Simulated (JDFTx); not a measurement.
MoP:

```
Mo P
1.0
     3.22300    0.00000    0.00000
    -1.61150    2.79120    0.00000
     0.00000    0.00000    3.19100
Mo P
1 1
Direct
  0.00000 0.00000 0.00000
  0.33333 0.66667 0.50000
```

Base run:

| Item | Value |
| --- | --- |
| Program | JDFTx 1.7.0 (patched build) |
| Functional | RPBE |
| Potentials or basis | PseudoDojo-SR-PBE-0.5-standard with smoothed tails |
| Cutoff | 1088 eV |
| Density cutoff | 8708 eV |
| k mesh | 10 × 10 × 8 |
| Occupations | fermi-dirac, width 0.05 eV |
| Spin | no spin polarisation |

Its results: band gap on the k mesh none (metal or under the smearing width); pressure 4.9 GPa.

Task: After a change of settings the same cell gave: band gap on the k mesh none (metal or under the smearing width); pressure -3.7 GPa. Which change was it?
A. functional from RPBE to revPBE
B. occupations from fermi-dirac, width 0.05 eV to gaussian, width 0.1 eV
C. functional from RPBE to LDA; potentials or basis from PseudoDojo-SR-PBE-0.5-standard with smoothed tails to PseudoDojo-SR-LDA-0.4.1-standard with smoothed tails
D. functional from RPBE to PBEsol; potentials or basis from PseudoDojo-SR-PBE-0.5-standard with smoothed tails to PseudoDojo-SR-PBEsol-0.4.1-standard with smoothed tails

Result: D.

Caveats: the potentials were made for another functional, which shifts forces and pressure (some runs); the empty levels aren't tightly converged (some runs).

Runs at the PBE level aren't shown here.
